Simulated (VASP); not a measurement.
The system is I.

```
CELL_PARAMETERS angstrom
3.63503 -2.39502 0.00000
3.63503 2.39502 0.00000
0.00000 0.00000 9.79344
ATOMIC_POSITIONS crystal
I 0.64930 0.35070 0.38440
I 0.14930 0.85070 0.11560
I 0.35070 0.64930 0.61560
I 0.85070 0.14930 0.88440
```

Base run:

* Program: VASP 6.6.1
* Functional: TB-mBJ
* Potentials or basis: VASP PAW PBE potentials, release 64 (I)
* Cutoff: 520 eV
* k mesh: 8 × 8 × 4
* Occupations: gaussian, width 0.02 eV
* Spin: no spin polarisation

Its results: band gap on the k mesh 1.63 eV, indirect (least direct gap 1.73 eV).

Q: After a change of settings the same cell gave: band gap on the k mesh 1.51 eV, indirect (least direct gap 1.66 eV). Which change was it?
A. functional from TB-mBJ to PBEsol; further incar settings from ALGO = Normal; EDIFF = 1e-06 to ALGO = Fast; EDIFF = 1e-06
B. functional from TB-mBJ to r2SCAN
C. functional from TB-mBJ to PBE; further incar settings from ALGO = Normal; EDIFF = 1e-06 to ALGO = Fast; EDIFF = 1e-06

A: B.

Caveats: spin-orbit coupling is left out, which moves the levels of the heavy elements.
